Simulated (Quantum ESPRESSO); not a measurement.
# C (R-3m) in Quantum ESPRESSO: reference runs

How does C come out in PBE? The cell is run as given.

All numbers are computed with Quantum ESPRESSO 7.5; they aren't measurements. Logs are shortened: lines on timing, memory, paths and dates and some standing lists are left out, and cuts for length are marked.

**1. Starting point**

It takes space group R-3m (No. 166, trigonal). Conventional cell: a = 2.466 Å, b = 2.466 Å, c = 24.848 Å, α = 90.00°, β = 90.00°, γ = 120.00°. C (site symmetry 3m) is surrounded by 3 C at 1.42 Å. Around C (site symmetry 3m) lie 3 C at 1.42 Å.

This isn't the form of C at room conditions, which is graphite.

**2. Single point, PBE**

pw.in reads:

```
&CONTROL
  calculation = 'scf'
  prefix = 'pwscf'
  outdir = './tmp'
  pseudo_dir = './pseudo'
  tprnfor = .true.
  tstress = .true.
  disk_io = 'nowf'
/
&SYSTEM
  ibrav = 0
  nat = 4
  ntyp = 1
  ecutwfc = 55
  ecutrho = 440
  nbnd = 14
  occupations = 'smearing'
  smearing = 'fd'
  degauss = 0.00367493
/
&ELECTRONS
  conv_thr = 8d-10
  electron_maxstep = 120
  mixing_beta = 0.5
/
ATOMIC_SPECIES
C     12.0110 C.pbe-n-kjpaw_psl.1.0.0.UPF
CELL_PARAMETERS angstrom
   1.2331880975    0.7119814801    8.2826151019
  -1.2331880975    0.7119814801    8.2826151019
   0.0000000000   -1.4239629601    8.2826151019
ATOMIC_POSITIONS crystal
C      0.0871730800    0.0871730800    0.0871730800
C      0.7538500600    0.7538500600    0.7538500600
C      0.2461499400    0.2461499400    0.2461499400
C      0.9128269200    0.9128269200    0.9128269200
K_POINTS automatic
12 12 12 0 0 0
```

Potentials or basis: SSSP 1.3 efficiency PBE.

Run with:

```sh
$ OMP_NUM_THREADS=2 pw.x -in pw.in > pw.out
```

pw.out:

```text
This program is part of the open-source Quantum ESPRESSO suite
     for quantum simulation of materials; please cite
         "P. Giannozzi et al., J. Phys.:Condens. Matter 21 395502 (2009);
         "P. Giannozzi et al., J. Phys.:Condens. Matter 29 465901 (2017);
         "P. Giannozzi et al., J. Chem. Phys. 152 154105 (2020);
     in publications or presentations arising from this work. More details at

     file C.pbe-n-kjpaw_psl.1.0.0.UPF: wavefunction(s)  2S 2P renormalized
     Message from routine setup:
     using ibrav=0 with symmetry is DISCOURAGED, use correct ibrav instead

     G-vector sticks info
     --------------------
     sticks:   dense  smooth     PW     G-vecs:    dense   smooth      PW
     Sum        2567    1273    455                45927    16081    3483

     Using Slab Decomposition

     bravais-lattice index     =            0
     lattice parameter (alat)  =      15.8815  a.u.
     unit-cell volume          =     294.4512 (a.u.)^3
     number of atoms/cell      =            4
     number of atomic types    =            1
     number of electrons       =        16.00
     number of Kohn-Sham states=           14
     kinetic-energy cutoff     =      55.0000  Ry
     charge density cutoff     =     440.0000  Ry
     scf convergence threshold =      8.0E-10
     mixing beta               =       0.5000
     number of iterations used =            8  plain     mixing
     Exchange-correlation= SLA  PW   PBX  PBC
                           (   1   4   3   4   0   0   0)

     celldm(1)=  15.881502  celldm(2)=   0.000000  celldm(3)=   0.000000
     celldm(4)=   0.000000  celldm(5)=   0.000000  celldm(6)=   0.000000

     crystal axes: (cart. coord. in units of alat)
               a(1) = (   0.146736   0.084718   0.985541 )
               a(2) = (  -0.146736   0.084718   0.985541 )
               a(3) = (   0.000000  -0.169436   0.985541 )

     reciprocal axes: (cart. coord. in units 2 pi/alat)
               b(1) = (  3.407481  1.967310  0.338224 )
               b(2) = ( -3.407481  1.967310  0.338224 )
               b(3) = (  0.000000 -3.934620  0.338224 )

     PseudoPot. # 1 for C  read from file:
     C.pbe-n-kjpaw_psl.1.0.0.UPF
     Pseudo is Projector augmented-wave + core cor, Zval =  4.0
     Generated using "atomic" code by A. Dal Corso  v.5.1
     Shape of augmentation charge: PSQ
     Using radial grid of 1073 points,  4 beta functions with:
                l(1) =   0
                l(2) =   0
                l(3) =   1
                l(4) =   1
     Q(r) pseudized with 0 coefficients

     atomic species   valence    mass     pseudopotential
     C                 4.00    12.01100     C ( 1.00)

     12 Sym. Ops., with inversion, found

   Cartesian axes

     site n.     atom                  positions (alat units)
         1        C      tau(   1) = (   0.0000000   0.0000000   0.2577380  )
         2        C      tau(   2) = (   0.0000000   0.0000000   2.2288508  )
         3        C      tau(   3) = (  -0.0000000   0.0000000   0.7277727  )
         4        C      tau(   4) = (  -0.0000000   0.0000000   2.6988855  )

     number of k points=   189  Fermi-Dirac smearing, width (Ry)=  0.0037

     Number of k-points >= 100: set verbosity='high' to print them.

     Dense  grid:    45927 G-vectors     FFT dimensions: ( 108, 108, 108)

     Smooth grid:    16081 G-vectors     FFT dimensions: (  75,  75,  75)

     Check: negative core charge=   -0.000001

     Initial potential from superposition of free atoms

     starting charge      15.9998, renormalised to      16.0000
     Starting wfcs are   16 randomized atomic wfcs

     Self-consistent Calculation

     iteration #  1     ecut=    55.00 Ry     beta= 0.50
     Davidson diagonalization with overlap
     ethr =  1.00E-02,  avg # of iterations =  4.4

     total energy              =     -73.76080845 Ry
     estimated scf accuracy    <       0.38107742 Ry

     iteration #  2     ecut=    55.00 Ry     beta= 0.50
     Davidson diagonalization with overlap
     ethr =  2.38E-03,  avg # of iterations =  2.4

     total energy              =     -73.76769251 Ry
     estimated scf accuracy    <       0.03807378 Ry

     iteration #  3     ecut=    55.00 Ry     beta= 0.50
     Davidson diagonalization with overlap
     ethr =  2.38E-04,  avg # of iterations =  3.8

     total energy              =     -73.77404451 Ry
     estimated scf accuracy    <       0.00120541 Ry

     iteration #  4     ecut=    55.00 Ry     beta= 0.50
     Davidson diagonalization with overlap
     c_bands:  1 eigenvalues not converged
     ethr =  7.53E-06,  avg # of iterations =  5.0

     total energy              =     -73.77413232 Ry
     estimated scf accuracy    <       0.00025418 Ry

     iteration #  5     ecut=    55.00 Ry     beta= 0.50
     Davidson diagonalization with overlap
     ethr =  1.59E-06,  avg # of iterations =  2.5

     total energy              =     -73.77416742 Ry
     estimated scf accuracy    <       0.00000246 Ry

     iteration #  6     ecut=    55.00 Ry     beta= 0.50
     Davidson diagonalization with overlap
     ethr =  1.54E-08,  avg # of iterations =  2.7

     total energy              =     -73.77416881 Ry
     estimated scf accuracy    <       0.00000129 Ry

     iteration #  7     ecut=    55.00 Ry     beta= 0.50
     Davidson diagonalization with overlap
     ethr =  8.05E-09,  avg # of iterations =  2.0

     total energy              =     -73.77416897 Ry
     estimated scf accuracy    <       0.00000002 Ry

     iteration #  8     ecut=    55.00 Ry     beta= 0.50
     Davidson diagonalization with overlap
     ethr =  1.44E-10,  avg # of iterations =  2.3

     total energy              =     -73.77416898 Ry
     estimated scf accuracy    <          2.6E-09 Ry

     iteration #  9     ecut=    55.00 Ry     beta= 0.50
     Davidson diagonalization with overlap
     ethr =  1.62E-11,  avg # of iterations =  2.0

     End of self-consistent calculation

     Number of k-points >= 100: set verbosity='high' to print the bands.

     the Fermi energy is     4.8889 ev

!    total energy              =     -73.77416898 Ry
     total all-electron energy =      -304.830560 Ry
     estimated scf accuracy    <          5.3E-11 Ry
     smearing contrib. (-TS)   =      -0.00012158 Ry
     internal energy E=F+TS    =     -73.77404740 Ry

     The total energy is F=E-TS. E is the sum of the following terms:
     one-electron contribution =     -29.53609307 Ry
     hartree contribution      =      21.89524852 Ry
     xc contribution           =     -18.54838323 Ry
     ewald contribution        =     -22.91721423 Ry
     one-center paw contrib.   =     -24.66760539 Ry

     convergence has been achieved in   9 iterations

     Forces acting on atoms (cartesian axes, Ry/au):

     atom    1 type  1   force =    -0.00000000   -0.00000000   -0.00022645
     atom    2 type  1   force =     0.00000000    0.00000000   -0.00050956
     atom    3 type  1   force =    -0.00000000   -0.00000000    0.00050956
     atom    4 type  1   force =    -0.00000000    0.00000000    0.00022645

     Total force =     0.000789     Total SCF correction =     0.000005

     Computing stress (Cartesian axis) and pressure

          total   stress  (Ry/bohr**3)                   (kbar)     P=        1.58
   0.00001313   0.00000000   0.00000000            1.93        0.00        0.00
  -0.00000000   0.00001313  -0.00000000           -0.00        1.93       -0.00
  -0.00000000  -0.00000000   0.00000606           -0.00       -0.00        0.89

=------------------------------------------------------------------------------=
   JOB DONE.
=------------------------------------------------------------------------------=
```

Run time: 9.2 min. Hardware: 2 threads of Arm Neoverse V2, shared host; peak memory 0.36 GiB.

Results:

- Free energy: -1003.7487 eV
- Pressure: 0.2 GPa
- Largest force: 0.013 eV/Å
- Band gap on the k mesh: 0.18 eV, direct

Forces on the atoms (eV/Å):
```
C    0.000  0.000 -0.006
C    0.000  0.000 -0.013
C    0.000  0.000  0.013
C    0.000  0.000  0.006
```
